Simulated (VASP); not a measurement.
# How uniaxial stress along [001] changes CdSe (F-43m), part 2 of 2

How do the elastic response and the band edges of CdSe follow uniaxial stress along [001]?

VASP 6.6.1, plane waves and PAW; the level of theory is named at each step.

So far: Starting point; Relax the crystal, LDA; Strain across the axis, LDA; Band edges, HSE06.

**5. All members**

Hybrid runs start from orbitals of a short LDA run, not shown.

Runs beyond LDA use the data sets made with LDA; this shifts their levels slightly, and their total energies have another zero.

The other members went through these steps as far as the tables show, with the same cutoff and, step by step, the same mesh; 44 runs are not shown. The session took 5.1 core hours (wall time by ranks) on a shared machine.

```
strain along the axis (%)  strain across the axis (%)  stress along the axis, tension positive (GPa)  energy above the unstrained row (meV/atom)  gap on the mesh, LDA (eV)
                   -2.000                       0.843                                         -0.489                                       0.932                      0.372
                   -1.500                       0.627                                         -0.373                                       0.550                      0.385
                   -1.000                       0.412                                         -0.252                                       0.263                      0.399
                   -0.500                       0.199                                         -0.128                                       0.078                      0.412
                        0                      -0.014                                          0.002                                       0.000                      0.426
                    0.500                      -0.225                                          0.137                                       0.047                      0.416
                    1.000                      -0.436                                          0.276                                       0.203                      0.406
                    1.500                      -0.646                                          0.419                                       0.468                      0.396
                    2.000                      -0.854                                          0.566                                       0.870                      0.386
```

Slopes at zero strain, from cubics through all rows: strain ratio -0.424, stress over strain 26 GPa.

Band edges at HSE06, counted from the valence-band top at Γ, with one row partly withheld:

```
strain along the axis (%)  gap (eV)  conduction band at Γ (eV)  Δ or X valley along z (eV)  Δ or X valley along x (eV)  lowest conduction level at L, [111] (eV)  lowest conduction level at L, [-111] (eV)  second valence level below the top (eV)  third valence level below the top (eV)
                   -2.000     1.594                      1.594                       3.794                       3.894                                     3.395                                      3.395                                    0.090                                   0.090
                   -1.500     1.607                      1.607                       3.825                       3.901                                     3.411                                      3.411                                    0.068                                   0.068
                   -1.000     1.621                      1.621                       3.857                       3.908                                     3.427                                      3.427                                    0.046                                   0.046
                   -0.500     1.634                      1.635                       3.890                       3.915                                     3.442                                      3.442                                    0.023                                   0.023
                        0     1.647                      1.648                       3.924                       3.923                                     3.457                                      3.457                                    0.000                                   0.001
                    0.500     1.637                      1.638                       3.935                       3.908                                     3.447                                      3.447                                    0.000                                   0.024
                    1.000         ?                          ?                       3.946                       3.893                                     3.436                                      3.436                                    0.000                                   0.049
                    1.500     1.617                      1.617                       3.957                       3.879                                     3.425                                      3.425                                    0.000                                   0.074
                    2.000     1.606                      1.606                       3.969                       3.864                                     3.412                                      3.412                                    0.000                                   0.099
```

Conduction masses, in electron masses:

```
strain along the axis (%)  conduction mass at Γ, along the strain axis or the normal of the plane  conduction mass at Γ, across the strain axis or in the plane
                   -2.000                                                                   0.112                                                         0.113
                   -1.500                                                                   0.112                                                         0.113
                   -1.000                                                                   0.113                                                         0.113
                   -0.500                                                                   0.113                                                         0.113
                        0                                                                   0.113                                                         0.113
                    0.500                                                                   0.113                                                         0.113
                    1.000                                                                   0.113                                                         0.113
                    1.500                                                                   0.113                                                         0.112
                    2.000                                                                   0.114                                                         0.112
```

**6. Fit and prediction**

The quantity to fit is the conduction level at Γ above the mean of the three top valence levels at HSE06: 1.654, 1.653, 1.651, 1.650, 1.648, 1.646, 1.641, 1.639 eV in the rows shown.

Fitting a parabola to the 8 known rows (e: strain in %) gives E = − 3.53e-4 e² − 0.003785 e + 1.648 in eV; the residuals are 3.7e-5 eV r.m.s.

For the withheld row, e = 1, the fit gives 1.6438 eV.

**7. Prediction against calculation**

The calculation gives 1.6438 eV, so the prediction is right to the last digit shown.

**8. Outcome**

```yaml
poisson_ratio: 0.424
young_s_modulus_along_the_axis: 26 GPa
gap_of_the_unstrained_cell_hse06: 1.65 eV
slope_at_zero_strain_of_the_conduction_level_at_gamma_above_the_mean_of_the_three_top_valence_levels_hse06: -4 meV per %
error_of_the_predicted_row: 0.0 meV
valence_shear_potential_b_hse06: 1.10 eV
```

What this shows: As a check, the curvature of the energy gives 27 GPa for the same modulus (energy per volume = E/2 × strain²), 1 % from the slope of the stress. At HSE06 the lowest conduction valley is Γ throughout, and the gap runs between 1.59 and 1.65 eV. Without spin-orbit coupling the three valence levels split by 3|b| times the difference of the strains; the rows within 1 % give |b| = 1.10 eV. Hole masses are left out throughout, since the top bands are degenerate or cross in many series; of conduction masses, those of the Γ, L and (for Si and Ge under (001) strain) Δ valleys are kept where they change by under an eighth between rows. HSE06 ran on a coarser mesh than the semilocal levels. Spin-orbit coupling is left out at HSE06, so the valence splittings there lack it. Δ or X levels are the lowest on their line, refined by a parabola unless they lie at X; the gap is read from all points sampled and can differ from the lowest valley by some meV, or by tens of meV where strain moves the valence top off Γ. Temperature, zero-point motion and excitons are left out.

[Lines on the potential files, build, host, timing and source positions are cut from VASP's logs without a mark.]

[Logs are printed without paths, hosts, clocks, repeated set-up lines and the standing remarks that a program may print on its own settings, such as how far it seeks lower states.]

[Hosts, paths, dates, database ids (printed as entryN), source tags and the programs' standing remarks are cut or masked in the printed files.]

[In band tables of VASP the shares of atoms and orbitals are scaled to a sum of 1 inside the atoms' spheres.]
